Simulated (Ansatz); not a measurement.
# Si: the cost of one run

Program: Ansatz 0.2.0. Level of theory: DFT r2SCAN, scalar-relativistic, plane waves, PAW. These are calculated values, not measurements.

1 further run of the same task is left out (set aside as unsound or not needed).

## Step 1: The starting structure

Symmetry: P6_3/mmc, No. 194, hexagonal system. The conventional cell has a = 3.832 Å, b = 3.832 Å, c = 6.342 Å, α = 90.00°, β = 90.00°, γ = 120.00°. Si (site symmetry 3m) has 4 Si at 2.35 to 2.37 Å as nearest neighbours.

As a file:

```cif
data_structure
_symmetry_space_group_name_H-M 'P6_3/mmc'
_symmetry_Int_Tables_number 194
_cell_length_a 3.8319
_cell_length_b 3.8319
_cell_length_c 6.3418
_cell_angle_alpha 90.000
_cell_angle_beta 90.000
_cell_angle_gamma 120.000
_cell_volume 80.64
loop_
_atom_site_label
_atom_site_type_symbol
_atom_site_symmetry_multiplicity
_atom_site_Wyckoff_symbol
_atom_site_fract_x
_atom_site_fract_y
_atom_site_fract_z
_atom_site_occupancy
Si1 Si 4 f 0.33333 0.66667 0.06309 1
```

It goes back to an entry of the Materials Project, which need not be the stable form.

It is the result of an earlier relaxation at this level (volume 20.16 Å³/atom; gap on the mesh: 0.61 eV).

Bulk energy on matching settings, from an earlier run: -639.0537 eV/atom.

## Step 2: Cutting the (001) slab

Planes are indexed in the bulk's conventional cell (P6_3/mmc (No. 194)), a = 3.832 Å, b = 3.832 Å, c = 6.342 Å, α = 90.00°, β = 90.00°, γ = 120.00°.

Cut from the relaxed bulk: a (001) slab, 10.3 Å thick as cut, with 15 Å of vacuum; its outer planes are Si (top) and Si (bottom).

The slab as cut. Its planes from the bottom up:

| plane | atoms per cell | height over the lowest (Å) |
| --- | --- | --- |
| 1 | Si | 0.00 |
| 2 | Si | 0.80 |
| 3 | Si | 3.17 |
| 4 | Si | 3.97 |
| 5 | Si | 6.34 |
| 6 | Si | 7.14 |
| 7 | Si | 9.51 |
| 8 | Si | 10.31 |

## Step 3: The slab as cut, atoms at the bulk's places

A dipole layer in the vacuum cancels the field that periodic copies would set up if the slab's two faces differ.

Input file input.yaml:

```yaml
crystal:
  lattice:
    - [3.8319083588, 0.0, 0.0]
    - [-1.9159541794, 3.3185299837, 0.0]
    - [0.0, 0.0, 25.312951834]
  atoms:
    - { symbol: Si, position: [0.6666666667, 0.3333333333, 0.2962910074] }
    - { symbol: Si, position: [0.3333333333, 0.6666666667, 0.3279041508] }
    - { symbol: Si, position: [0.3333333333, 0.6666666667, 0.421559288] }
    - { symbol: Si, position: [0.6666666667, 0.3333333333, 0.4531724314] }
    - { symbol: Si, position: [0.6666666667, 0.3333333333, 0.5468275686] }
    - { symbol: Si, position: [0.3333333333, 0.6666666667, 0.578440712] }
    - { symbol: Si, position: [0.3333333333, 0.6666666667, 0.6720958492] }
    - { symbol: Si, position: [0.6666666667, 0.3333333333, 0.7037089926] }
basis:
  ecutwfc: 500
kpoints:
  mp_grid: { grid: [9, 9, 1] }
hamiltonian:
  xc: r2scan
scf:
  occupations: { method: gaussian, width: 0.05 }
output:
  forces: true
  stress: true
  eigenvalues: true
  write_density: true
  write_potential: true
  elf: true
  volumetric_format: npy
efield:
  axis: 3
  dipole_correction: true
  ramp_width: 0.04
```

The run is started by

```console
$ ansatz run input.yaml --threads 1 --pin off --max-ram 2560MiB --backend cpu --events-out ev --progress --plain --runs-dir out
```

What time and memory should one allow on 1 thread of Intel Xeon at 2.50GHz (Skylake/Cascade Lake), shared host?

About 56 s, with a peak of 1.1 GiB.
